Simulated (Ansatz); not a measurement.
# Cu: a test of stability by relaxation

Aim: for Cu, break the symmetry and see whether a relaxation comes back.

Program: Ansatz 0.2.0. Level of theory: DFT PBEsol, scalar-relativistic, plane waves, PAW. These are calculated values, not measurements.

2 further runs of the same task are left out: 2 set aside as unsound or not needed.

**1. The system as given**

It takes space group Fm-3m (No. 225, cubic). The conventional cell has a = 3.563 Å, b = 3.563 Å, c = 3.563 Å, α = 90.00°, β = 90.00°, γ = 90.00°. Cu (site symmetry m-3m) is surrounded by 12 Cu at 2.52 Å.

Structure file:

```cif
data_structure
_symmetry_space_group_name_H-M 'Fm-3m'
_symmetry_Int_Tables_number 225
_cell_length_a 3.5634
_cell_length_b 3.5634
_cell_length_c 3.5634
_cell_angle_alpha 90.000
_cell_angle_beta 90.000
_cell_angle_gamma 90.000
_cell_volume 45.25
loop_
_atom_site_label
_atom_site_type_symbol
_atom_site_symmetry_multiplicity
_atom_site_Wyckoff_symbol
_atom_site_fract_x
_atom_site_fract_y
_atom_site_fract_z
_atom_site_occupancy
Cu1 Cu 4 a 0.00000 0.00000 0.00000 1
```

It is built from the cell relaxed beforehand with the same method (11.31 Å³/atom).

**2. The undisturbed cell**

Input file input.yaml:

```yaml
crystal:
  lattice:
    - [0.0, -1.7816860089, -1.7816860089]
    - [0.0, 1.7816860089, -1.7816860089]
    - [3.5633720178, 0.0, 0.0]
  atoms:
    - { symbol: Cu, position: [0.5, 0.5, 0.5] }
    - { symbol: Cu, position: [0.0, 0.0, 0.0] }
basis:
  ecutwfc: 420
kpoints:
  mp_grid: { grid: [14, 14, 10] }
hamiltonian:
  xc: pbesol
scf:
  occupations: { method: gaussian, width: 0.15 }
output:
  forces: true
  stress: true
  eigenvalues: true
```

Command:

```
$ ansatz run input.yaml --threads 1 --pin off --max-ram 2560MiB --backend cpu --events-out ev --progress --plain --runs-dir out
```

Further runs follow: the disturbed cell, one point; relaxing from there.

What does the calculation give? Wanted: end of the relaxation, from the reference; final space group.

**Answer**, as computed:

| quantity | value |
| --- | --- |
| cost of the disturbance | 927.0 meV/atom |
| end of the relaxation, from the reference | +0.0 meV/atom |
| final space group | Fm-3m (tolerance 0.05 Å; reference Fm-3m) |

**Reading.** It comes back to the reference (within 1.5 meV/atom), so the structure resists this disturbance.
